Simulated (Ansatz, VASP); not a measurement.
# BAs: VASP beside Ansatz

```
CELL_PARAMETERS angstrom
0.00000 2.38387 2.38387
2.38387 0.00000 2.38387
2.38387 2.38387 0.00000
ATOMIC_POSITIONS crystal
B 0.00000 0.00000 0.00000
As 0.25000 0.25000 0.25000
```

Alike in both runs: task single point; functional PBEsol; k mesh 8 × 8 × 8; no spin polarisation.

|  | VASP | Ansatz |
| --- | --- | --- |
| version | VASP 6.6.1 | Ansatz 0.2.0 |
| potentials or method | VASP PAW PBE potentials, release 64 (B, As) | scalar-relativistic, plane waves, PAW |
| plane-wave cutoff (eV) | 520 | 420 |
| occupations | gaussian, width 0.01 eV | fixed |
| valence electrons in the cell | 8 | 18 |

```csv
,VASP,Ansatz,Ansatz less VASP
gap on the k mesh at the Fermi level (eV),1.09,1.10,+0.009
least direct gap on the mesh (eV),3.25,3.25,+0.003
pressure (GPa),0.9,0.0,-0.89
```

The two sets of potentials don't hold the same shells in valence. Ansatz warned: «pseudo_functional_mismatch».

Caveats: the PAW data sets were made with another functional, which shifts forces and pressure a little (VASP). A k mesh can miss the band edges. A hybrid or GW would open this gap; PBEsol tends to underestimate it.
